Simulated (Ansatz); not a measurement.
# WS2: the cost of one run

Program: Ansatz 0.2.0. Level of theory: DFT PBE+U (U_eff = 4 eV on W d), plane waves, PAW, no spin–orbit coupling unless a run says so. These are calculated values, not measurements.

2 further runs of the same task are left out: 2 that didn't finish.

### Step 1. The system as given

It takes space group R3m (No. 160, trigonal). The conventional cell has a = 3.158 Å, b = 3.158 Å, c = 18.490 Å, α = 90.00°, β = 90.00°, γ = 120.00°. Around W (site symmetry 3m) lie 6 S at 2.39 to 2.42 Å. S (site symmetry 3m) is surrounded by 3 W at 2.39 Å. S (site symmetry 3m) is surrounded by 3 W at 2.42 Å.

Coordinates:

```
CELL_PARAMETERS angstrom
1.57900 0.91164 6.16333
-1.57900 0.91164 6.16333
0.00000 -1.82327 6.16333
ATOMIC_POSITIONS crystal
W 0.00000 0.00000 0.00000
S 0.75030 0.75030 0.75030
S 0.58100 0.58100 0.58100
```

An earlier series on this cell reached its lowest free state from «ferromagnetic start, free, natural orbitals of the symmetric run filled by rank», perhaps among other starts (it ended without moments).

### Step 2. Total moment locked, 2.20 μB per cell

Contents of input.yaml:

```yaml
crystal:
  lattice:
    - [1.57900017, 0.91163617, 6.16332915]
    - [-1.57900017, 0.91163617, 6.16332915]
    - [0.0, -1.82327234, 6.16332915]
  atoms:
    - { symbol: W, position: [0.0, 0.0, 0.0], spin: 2.2 }
    - { symbol: S, position: [0.7503, 0.7503, 0.7503] }
    - { symbol: S, position: [0.581, 0.581, 0.581] }
basis:
  ecutwfc: 420
  ecutrho_ratio: 4
kpoints:
  mp_grid: { grid: [7, 7, 7] }
hamiltonian:
  xc: pbe
  hubbard:
    sites:
      - { site: 0, l: d, u_eff: 4.0, starting_ns: [{ spin: up, occupation_matrix: s0up }, { spin: down, occupation_matrix: s0down }] }
    occupation_matrices:
      s0up:
        matrix:
          - [0.97, 0.0, 0.0, 0.0, 0.0]
          - [0.0, 0.02031, 0.0, 0.0, -0.01709]
          - [0.0, 0.0, 0.02, 0.0, 0.0]
          - [0.0, 0.0, 0.0, 0.02, 0.0]
          - [0.0, -0.01709, 0.0, 0.0, 0.96969]
      s0down:
        matrix:
          - [0.02, 0.0, 0.0, 0.0, 0.0]
          - [0.0, 0.02, 0.0, 0.0, 0.0]
          - [0.0, 0.0, 0.02, 0.0, 0.0]
          - [0.0, 0.0, 0.0, 0.02, 0.0]
          - [0.0, 0.0, 0.0, 0.0, 0.02]
    ns_hold: { iters: 8 }
scf:
  occupations: { method: gaussian, width: 0.05 }
  lower_state_search: "off"
  max_iter: 150
output:
  forces: true
  stress: true
  eigenvalues: true
  populations: true
  hubbard: { sites: [{ site: 0, l: d }] }
magnetization:
  spin_polarized: true
  initial_magnetization: 2.2
  spin_locking: { lock_magnetization: hard }
```

The typed matrices put 0.97 on the chosen orbitals and 0.02 on the others, and are held for 8 cycles. The lock stays on to the end, so the result is a constrained state.

Started as:

```console
ansatz run input.yaml --threads 2 --pin off --max-ram 3072MiB --backend cpu --events-out ev --progress --plain --runs-dir out
```

Q: Estimate wall time and peak memory on 2 threads of Intel Xeon Platinum 8375C at 2.90GHz (Ice Lake), shared host.

About 41 s, with a peak of 0.58 GiB.
